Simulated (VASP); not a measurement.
# CaSe (Fm-3m) in VASP: settings compared

One crystal, CaSe, is run at these levels: r2SCAN, HSE06; tasks: single point.

Program: VASP 6.6.1. These are calculated values, not measurements. Logs are shortened: lines on timing, memory, paths and dates and some standing lists are left out, and cuts for length are marked.

**The experiment to reproduce.**

From a printed reference work, monograph, original work of 1988, for a bulk crystal of CaSe at 2 K: band gap 3.85 eV (indirect).

The runs below are set against these values where they give the same quantity.

## Step 1: The crystal as given

It takes space group Fm-3m (No. 225, cubic). Conventional cell: a = 5.912 Å, b = 5.912 Å, c = 5.912 Å, α = 90.00°, β = 90.00°, γ = 90.00°. Se (site symmetry m-3m) is surrounded by 6 Ca at 2.96 Å. Ca (site symmetry m-3m) is surrounded by 6 Se at 2.96 Å.

## Step 2: Single point, r2SCAN

INCAR

```
ADDGRID = F ; ALGO = Normal
EDIFF = 1E-6 ; ENCUT = 550
ISIF = 2 ; ISMEAR = 0
LASPH = T ; LCHARG = F
LMIXTAU = T ; LREAL = F
LWAVE = F ; METAGGA = R2SCAN
NBANDS = 15 ; NELM = 100
PREC = Low ; SIGMA = 0.05
```

KPOINTS

```
k-points
0
Gamma
  7 7 7
```

POSCAR

```
CaSe
1.0
    0.0000000000      2.9560000000      2.9560000000
    2.9560000000      0.0000000000      2.9560000000
    2.9560000000      2.9560000000      0.0000000000
Se Ca
1 1
Direct
    0.5137070000      0.4880300000      0.5023060000
    0.0084580000     -0.0027510000     -0.0091450000
```

Potentials or basis: VASP PAW PBE potentials, release 64 (Se, Ca_sv).

On the command line:

```sh
$ cat potpaw_PBE.64/Se/POTCAR potpaw_PBE.64/Ca_sv/POTCAR > POTCAR
$ mpirun -np 1 vasp_std > vasp.out
```

OUTCAR:

```text
EDIFF = 1E-6
   ENCUT = 550
   ISIF = 2
   ISMEAR = 0
   LASPH = T
   LREAL = F
   METAGGA = R2SCAN
   NELM = 100
   PREC = Low

 Found    172 irreducible k-points:

 Following reciprocal coordinates:
            Coordinates               Weight
  0.000000  0.000000  0.000000      1.000000
  0.142857  0.000000  0.000000      2.000000
  0.000000  0.142857  0.000000      2.000000
  0.000000  0.000000  0.142857      2.000000
  0.142857  0.142857  0.142857      2.000000
  0.285714  0.000000  0.000000      2.000000
   k-points           NKPTS =    172   k-points in BZ     NKDIM =    172   number of bands    NBANDS=     15
   number of dos      NEDOS =    301   number of ions     NIONS =      2
   total plane-waves  NPLWV =  13824
   dimension x,y,z NGX =    24 NGY =   24 NGZ =   24
   dimension x,y,z NGXF=    24 NGYF=   24 NGZF=   24
   ions per type =               1   1
   NGX,Y,Z   is equivalent  to a cutoff of   9.54,  9.54,  9.54 a.u.
   NGXF,Y,Z  is equivalent  to a cutoff of   9.54,  9.54,  9.54 a.u.
 SYSTEM =  unknown system
   PREC   = low       normal or accurate (medium, high low for compatibility)
   ISTART =      0    job   : 0-new  1-cont  2-samecut
   ICHARG =      2    charge: 1-file 2-atom 10-const
   ISPIN  =      1    spin polarized calculation?
   LNONCOLLINEAR =      F non collinear calculations
   LSORBIT =      F    spin-orbit coupling
   LASPH  =      T    aspherical Exc in radial PAW
   ENCUT  =  550.0 eV  40.42 Ry    6.36 a.u.   7.99  7.99  7.99*2*pi/ulx,y,z
   NELM   =    100;   NELMIN=  2; NELMDL= -5     # of ELM steps
   EDIFF  = 0.1E-05   stopping-criterion for ELM
   LREAL  =      F    real-space projection
   EDIFFG = 0.1E-04   stopping-criterion for IOM
   NSW    =      0    number of steps for IOM
   IBRION =     -1    ionic relax: 0-MD 1-quasi-New 2-CG
   NFREE  =      0    steps in history (QN), initial steepest desc. (CG)
   ISIF   =      2    stress and relaxation
   ISYM   =      2    0-nonsym 1-usesym 2-fastsym
   POTIM  = 0.5000    time-step for ionic-motion
   TEBEG  =    0.0;   TEEND  =   0.0 temperature during run
   PSTRESS=    0.0 pullay stress
   NELECT =      16.0000    total number of electrons
   NUPDOWN=      -1.0000    fix difference up-down
   EMIN   =  10.00;   EMAX   =-10.00  energy-range for DOS
   EFERMI =   0.00;   METHOD = LEGACY
   ISMEAR =     0;   SIGMA  =   0.05  broadening in eV -4-tet -1-fermi 0-gaus
   EFERMI_NEDOS =   21; number of points for ismear=-14 and -15
   IALGO  =     38    algorithm
   IMIX   =      4    mixing-type and parameters
     AMIX     =   0.40;   BMIX     =  1.00
     AMIX_MAG =   1.60;   BMIX_MAG =  1.00
  volume/ion in A,a.u.               =      25.83       174.30
  Fermi-wavevector in a.u.,A,eV,Ry     =   1.107645  2.093145 16.692666  1.226876
  Thomas-Fermi vector in A             =   2.244161
   LORBIT       =      0    0 simple, 1 ext, 2 COOP (PROOUT), +10 PAW based schemes
   METAGGA = R2SCAN    functional components
   LHFCALC =     F    Hartree Fock is set to
   AEXX    =    0.0000 exact exchange contribution
   IVDW    =     0    specifies the selected vdW correction
   LEPSILON=     F    determine dielectric tensor
   LRPA    =     F    only Hartree local field effects (RPA)
 non-spin polarized calculation
 Gauss-broadening in eV      SIGMA  =   0.05
  energy-cutoff  :      550.00
  volume of cell :       51.66
 maximum number of plane-waves:      1532
   NGX = 15   NGY = 15   NGZ = 15

 number of electron      15.9999898 magnetization

 Free energy of the ion-electron system (eV)
  ---------------------------------------------------
  ext. energy  EPLUGINS =         0.00000000
  ---------------------------------------------------
  free energy    TOTEN  =       -25.97683384 eV

  energy without entropy =      -25.97683384  energy(sigma->0) =      -25.97683384

 E-fermi :   2.4079     XC(G=0):  -9.5844

 val. band max:        2.1935810572   @ k =   0.0000   0.0000   0.0000
 cond. band min:       4.7514128583   @ k =   0.4286   0.0000   0.4286
 fundamental gap:      2.5578318011
 Fermi energy:         2.4078815046

 k-point     1 :       0.0000    0.0000    0.0000
  band No.  band energies     occupation
      1     -39.0980      2.00000
      2     -19.2120      2.00000
      3     -19.2108      2.00000
      4     -19.2095      2.00000
      5     -10.0026      2.00000
      6       2.1917      2.00000
      7       2.1924      2.00000
      8       2.1936      2.00000
      9       6.3486      0.00000
     10       6.4255      0.00000
     11       6.4309      0.00000
     12       6.4328      0.00000
     13       7.0267      0.00000
     14       7.0356      0.00000
     15      12.6699      0.00000

 k-point     2 :       0.1429    0.0000    0.0000
  band No.  band energies     occupation
      1     -39.0967      2.00000
      2     -19.2330      2.00000
      3     -19.2127      2.00000
      4     -19.2121      2.00000
      5      -9.8779      2.00000
      6       1.2919      2.00000
      7       1.9008      2.00000
      8       1.9040      2.00000
      9       6.4002      0.00000
     10       6.7052      0.00000
     11       6.7056      0.00000
     12       7.4145      0.00000
     13       7.5605      0.00000
     14       7.5917      0.00000
     15      12.7924      0.00000
[... 41 lines left out ...]
      3     -19.2122      2.00000
      4     -19.2109      2.00000
      5      -9.8780      2.00000
      6       1.2921      2.00000
      7       1.9004      2.00000
      8       1.9035      2.00000
      9       6.4016      0.00000
     10       6.7048      0.00000
     11       6.7071      0.00000
     12       7.4171      0.00000
     13       7.5605      0.00000
     14       7.5873      0.00000
     15      12.7911      0.00000

 k-point     6 :       0.2857    0.0000    0.0000
  band No.  band energies     occupation
      1     -39.0938      2.00000
      2     -19.2830      2.00000
      3     -19.2158      2.00000
      4     -19.2151      2.00000
      5      -9.5795      2.00000
      6      -0.0914      2.00000
      7       1.3832      2.00000
      8       1.3856      2.00000
      9       6.5767      0.00000
     10       7.3793      0.00000
     11       7.3799      0.00000
     12       8.7930      0.00000
     13       8.7967      0.00000
     14       8.9145      0.00000
     15      12.2980      0.00000

 [... further k-points ...]
[... 5 lines left out ...]
  --------------------------------------------------------------------------------------
  -------------------------------------------------------------------------------------
  Total        0.2728395      0.3185367      0.2672789      0.0022146      0.0062667     -0.0011635
  in kB        8.4620308      9.8793125      8.2895702      0.0686864      0.1943612     -0.0360842
  external PRESSURE =       8.8769711 kB  Pullay stress =       0.0000000 kB

 VOLUME and BASIS-vectors are now :
 -----------------------------------------------------------------------------
  energy-cutoff  :      550.00
  volume of cell :       51.66
      direct lattice vectors                 reciprocal lattice vectors
     0.000000000  2.956000000  2.956000000    -0.169147497  0.169147497  0.169147497
     2.956000000  0.000000000  2.956000000     0.169147497 -0.169147497  0.169147497
     2.956000000  2.956000000  0.000000000     0.169147497  0.169147497 -0.169147497

 POSITION                                       TOTAL-FORCE (eV/Angst)
 -----------------------------------------------------------------------------------
      2.92743      3.00333      2.96113        -0.011597     -0.172127      0.035134
      5.87684      2.95397      2.97287         0.011597      0.172127     -0.035134
 -----------------------------------------------------------------------------------
    total drift:                               -0.019131     -0.009347      0.004651

  FREE ENERGIE OF THE ION-ELECTRON SYSTEM (eV)
  ---------------------------------------------------
  free  energy   TOTEN  =       -25.9768338391 eV

  energy  without entropy=      -25.9768338391  energy(sigma->0) =      -25.97683384
```

stdout:

```text
POSCAR found type information on POSCAR SeCa
 POSCAR found :  2 types and       2 ions
 scaLAPACK will be used
 -----------------------------------------------------------------------------
|                                                                             |
|                                                                             |
|     You enforced a specific xc type in the INCAR file but a different       |
|     I HOPE YOU KNOW WHAT YOU ARE DOING!                                     |
|                                                                             |
 -----------------------------------------------------------------------------

 LDA part: xc-table for (None), standard interpolation
 POSCAR, INCAR and KPOINTS ok, starting setup
 FFT: planning ... GRIDC
 FFT: planning ... GRID_SOFT
 FFT: planning ... GRID
 WAVECAR not read
 entering main loop
```

It took 2.5 min on 1 thread of Intel Xeon Platinum 8488C (Sapphire Rapids), shared host; peak memory 0.24 GiB.

These settings aren't checked as converged: the numbers below hold their error.

Results:

| Property | Result |
| --- | --- |
| Free energy | -25.9768 eV |
| Pressure | 0.9 GPa |
| Largest force | 0.176 eV/Å |
| Band gap on the k mesh | 2.56 eV, indirect (least direct gap 3.48 eV) |

Caveat: the PAW data sets were made with another functional, which shifts forces and pressure a little; an odd mesh through Γ misses points on the zone boundary, where band edges often lie.

## Step 3: Single point, r2SCAN

Changes to INCAR since step 2:

```diff
@@ -7,2 +7,2 @@
 NBANDS = 15 ; NELM = 100
-PREC = Low ; SIGMA = 0.05
+PREC = Normal ; SIGMA = 0.05
```

KPOINTS is that of step 2.

POSCAR

```
CaSe
1.0
    0.0000000000      2.9560000000      2.9560000000
    2.9560000000      0.0000000000      2.9560000000
    2.9560000000      2.9560000000      0.0000000000
Se Ca
1 1
Direct
    0.5000000000      0.5000000000      0.5000000000
    0.0000000000      0.0000000000      0.0000000000
```

Potentials or basis: VASP PAW PBE potentials, release 64 (Se, Ca_sv).

On the command line:

```sh
$ cat potpaw_PBE.64/Se/POTCAR potpaw_PBE.64/Ca_sv/POTCAR > POTCAR
$ mpirun -np 1 vasp_std > vasp.out
```

Run time: 23 s. Hardware: 1 thread of Intel Xeon Platinum 8488C (Sapphire Rapids), shared host; peak memory 0.15 GiB.

These settings aren't checked as converged: the numbers below hold their error.

Results:

```yaml
Free_energy: -25.9773 eV
Pressure: 0.8 GPa
Band_gap_on_the_k_mesh: 2.55 eV, indirect (least direct gap 3.48 eV)
```

Caveat: the PAW data sets were made with another functional, which shifts forces and pressure a little; an odd mesh through Γ misses points on the zone boundary, where band edges often lie.

## Step 4: Single point, HSE06, spin-orbit coupling, no magnetisation

POSCAR is that of step 3.

INCAR.step1

```
PREC     = Accurate       # precision mode
ENCUT    = 520            # plane-wave cutoff, eV
EDIFF    = 1E-5           # SCF threshold, eV
ISMEAR   = 0              # smearing method
SIGMA    = 0.02           # smearing width, eV
LREAL    = False          # projectors in reciprocal space
LASPH    = True           # aspherical terms in the spheres
NELM     = 80             # most SCF steps
ALGO     = Normal         # electronic algorithm
ISIF     = 2              # what is computed and relaxed
LWAVE    = True           # write WAVECAR
LCHARG   = False          # write CHGCAR
MAGMOM   = 0 0 0 0 0 0    # initial moments
LORBIT   = 11             # projections on sites
LSORBIT  = True           # spin-orbit coupling
GGA_COMPAT= False        
NBANDS   = 28             # bands
GGA      = PE             # functional
KPAR     = 4
```

INCAR.step2

```
PREC     = Accurate       # precision mode
ENCUT    = 520            # plane-wave cutoff, eV
EDIFF    = 1E-6           # SCF threshold, eV
ISMEAR   = 0              # smearing method
SIGMA    = 0.02           # smearing width, eV
LREAL    = False          # projectors in reciprocal space
LASPH    = True           # aspherical terms in the spheres
NELM     = 80             # most SCF steps
ALGO     = Normal         # electronic algorithm
ISIF     = 2              # what is computed and relaxed
LWAVE    = False          # write WAVECAR
LCHARG   = False          # write CHGCAR
MAGMOM   = 0 0 0 0 0 0    # initial moments
LORBIT   = 11             # projections on sites
LSORBIT  = True           # spin-orbit coupling
GGA_COMPAT= False        
GGA      = PE             # functional
LHFCALC  = True           # exact exchange
HFSCREEN = 0.2            # screening, 1/A
PRECFOCK = Fast         
NBANDS   = 28             # bands
ISTART   = 1            
KPAR     = 4
```

KPOINTS

```
regular mesh
0
Gamma
  6 6 6
```

On the command line:

```sh
$ cat potpaw_PBE.64/Se/POTCAR potpaw_PBE.64/Ca_sv/POTCAR > POTCAR
$ cp INCAR.step1 INCAR
$ mpirun -np 4 vasp_ncl > vasp.out
$ cp INCAR.step2 INCAR
$ mpirun -np 4 vasp_ncl > vasp.out
```

Wall time 15 min (4 MPI ranks of Intel Xeon 6975P-C (Granite Rapids), shared host); peak memory 0.43 GiB.

It converged, with:

| Quantity | Value |
| --- | --- |
| Free energy | -10.7252 eV |
| Pressure | 0.9 GPa |
| Valence electrons inside the program's atomic spheres | Se 4.00; Ca 8.09 |

Caveat: the PAW data sets were made with another functional, which shifts forces and pressure a little.

## Step 5: Single point, r2SCAN

INCAR

```
ADDGRID = F ; ALGO = Normal
EDIFF = 1E-8 ; ENCUT = 900
ISIF = 2 ; ISMEAR = 0
LASPH = T ; LCHARG = F
LMIXTAU = T ; LREAL = F
LWAVE = F ; METAGGA = R2SCAN
NBANDS = 15 ; NELM = 100
PREC = Accurate ; SIGMA = 0.02
```

KPOINTS

```
k-points
0
Gamma
  8 8 8
```

POSCAR is that of step 4.

On the command line:

```sh
$ cat potpaw_PBE.64/Se/POTCAR potpaw_PBE.64/Ca_sv/POTCAR > POTCAR
$ mpirun -np 1 vasp_std > vasp.out
```

Wall time 3.9 min (1 thread of Intel Xeon Platinum 8488C (Sapphire Rapids), shared host); peak memory 0.31 GiB.

It converged, with:

- Free energy: -25.9816 eV
- Pressure: 0.9 GPa
- Band gap on the k mesh: 2.49 eV, indirect (least direct gap 3.44 eV)

Levels at points of the mesh, in eV from the valence-band top:
```
           k point  band 4  band 5  band 6  band 7  band 8  band 9  band 10  band 11  band 12  band 13
(0.00, 0.00, 0.00)  -21.40  -12.20    0.00    0.00    0.00    4.15     4.23     4.23     4.23     4.83
(0.50, 0.00, 0.00)  -21.41  -11.47   -3.28   -1.19   -1.19    5.12     6.10     6.12     6.12     8.17
(0.50, 0.50, 0.00)  -21.44  -11.60   -2.55   -0.95   -0.95    2.49     5.62     5.82     6.66     6.66
```

Caveat: the PAW data sets were made with another functional, which shifts forces and pressure a little.

## Step 6: Single point, r2SCAN

INCAR is that of step 5.

KPOINTS is that of step 5.

POSCAR

```
CaSe
1.0
    0.0000000000      2.9560000000      2.9560000000
    2.9560000000      0.0000000000      2.9560000000
    2.9560000000      2.9560000000      0.0000000000
Se Ca
1 1
Direct
    0.5137070000      0.4880300000      0.5023060000
    0.0084580000     -0.0027510000     -0.0091450000
```

Potentials or basis: VASP PAW PBE potentials, release 64 (Se, Ca_sv).

On the command line:

```sh
$ cat potpaw_PBE.64/Se/POTCAR potpaw_PBE.64/Ca_sv/POTCAR > POTCAR
$ mpirun -np 1 vasp_std > vasp.out
```

It took 30 min on 1 thread of Intel Xeon Platinum 8488C (Sapphire Rapids), shared host; peak memory 0.65 GiB.

Results (log left out):

| Quantity | Value |
| --- | --- |
| Free energy | -25.9771 eV |
| Pressure | 0.9 GPa |
| Largest force | 0.177 eV/Å |
| Band gap on the k mesh | 2.50 eV, indirect (least direct gap 3.44 eV) |

Forces on the atoms (eV/Å):
```
Se  -0.023 -0.170  0.040
Ca   0.023  0.170 -0.040
```

Stress tensor (GPa, compression positive):
```
 0.83 -0.01  0.00
-0.01  1.01  0.01
 0.00  0.01  0.84
```

Levels at points of the mesh, in eV from the valence-band top:
| k point | band 4 | band 5 | band 6 | band 7 | band 8 | band 9 | band 10 | band 11 | band 12 | band 13 |
| --- | --- | --- | --- | --- | --- | --- | --- | --- | --- | --- |
| (0.00, 0.00, 0.00) | -21.40 | -12.20 | 0.00 | 0.00 | 0.00 | 4.15 | 4.23 | 4.24 | 4.24 | 4.83 |
| (0.50, 0.00, 0.00) | -21.40 | -11.47 | -3.28 | -1.19 | -1.19 | 5.12 | 6.10 | 6.13 | 6.13 | 8.15 |
| (0.00, 0.50, 0.00) | -21.40 | -11.47 | -3.28 | -1.19 | -1.19 | 5.12 | 6.10 | 6.13 | 6.13 | 8.15 |
| (0.00, 0.00, 0.50) | -21.40 | -11.47 | -3.28 | -1.19 | -1.19 | 5.13 | 6.11 | 6.13 | 6.13 | 8.16 |
| (0.50, 0.50, 0.50) | -21.40 | -11.47 | -3.28 | -1.19 | -1.19 | 5.12 | 6.10 | 6.13 | 6.13 | 8.15 |
| (0.50, 0.50, 0.00) | -21.43 | -11.59 | -2.54 | -0.95 | -0.95 | 2.50 | 5.63 | 5.82 | 6.67 | 6.67 |
| (0.00, 0.50, 0.50) | -21.43 | -11.59 | -2.54 | -0.95 | -0.95 | 2.50 | 5.63 | 5.82 | 6.67 | 6.67 |
| (0.50, 0.00, 0.50) | -21.43 | -11.59 | -2.54 | -0.95 | -0.95 | 2.50 | 5.63 | 5.82 | 6.67 | 6.67 |

Caveat: the PAW data sets were made with another functional, which shifts forces and pressure a little.

## Step 7: For comparison

An earlier run on the cell as given: functional PBEsol; potentials or basis VASP PAW PBE potentials, release 64 (Se, Ca_sv); cutoff 520 eV; k mesh 8 × 8 × 8; occupations fermi-dirac, width 0.05 eV; no spin polarisation.

- Pressure: -0.9 GPa
- Band gap on the k mesh: 1.92 eV, indirect (least direct gap 2.87 eV)

## Step 8: Summary

| level | spin | cell | k mesh | cutoff (eV) | smearing | ladder | grid for exact exchange (PRECFOCK) | screening parameter | gap on the mesh (eV) | pressure (GPa) |
| --- | --- | --- | --- | --- | --- | --- | --- | --- | --- | --- |
| HSE06 | SOC, no magnetisation | as given | 6 × 6 × 6 | 520 | gaussian 0.02 eV | free | Fast | 0.2 1/A | - | 0.9 |
| r2SCAN | off | as given | 8 × 8 × 8 | 900 | gaussian 0.02 eV | - | - | - | 2.49 | 0.9 |
| r2SCAN | off | grid = ENCUT=900 k=8x8x8 ISMEAR=0 SIGMA=0.02 PREC=Accurate EDIFF=1e-08 LREAL=False ADDGRID=False LASPH=True; atoms moved at random, drawn with an rms of 0.1 Å | 8 × 8 × 8 | 900 | gaussian 0.02 eV | - | - | - | 2.50 | 0.9 |
| PBEsol | off | as given | 8 × 8 × 8 | 520 | fermi-dirac 0.05 eV | free | - | - | 1.92 | -0.9 |

Alike in all rows: task single point; potentials or basis VASP PAW PBE potentials, release 64 (Se, Ca_sv).

The pressure there spans -0.9 GPa (PBEsol) to 0.9 GPa (r2SCAN); a positive pressure means that this level wants a larger cell, a negative one a smaller.

Caveats: the PAW data sets were made with another functional, which shifts forces and pressure a little.

Absolute energies hang on the potentials; compare differences alone.

## Step 9: Comparison with measurements

Step 5. Against the measured gap of CaSe, 3.85 eV (indirect; 2 K; a printed reference work, monograph, original work of 1988), the calculated 2.49 eV is off by -1.36 eV. Spin-orbit coupling on Se is left out. The value is that of r2SCAN on a finite k mesh, which can miss the band edges, without temperature or zero-point motion.
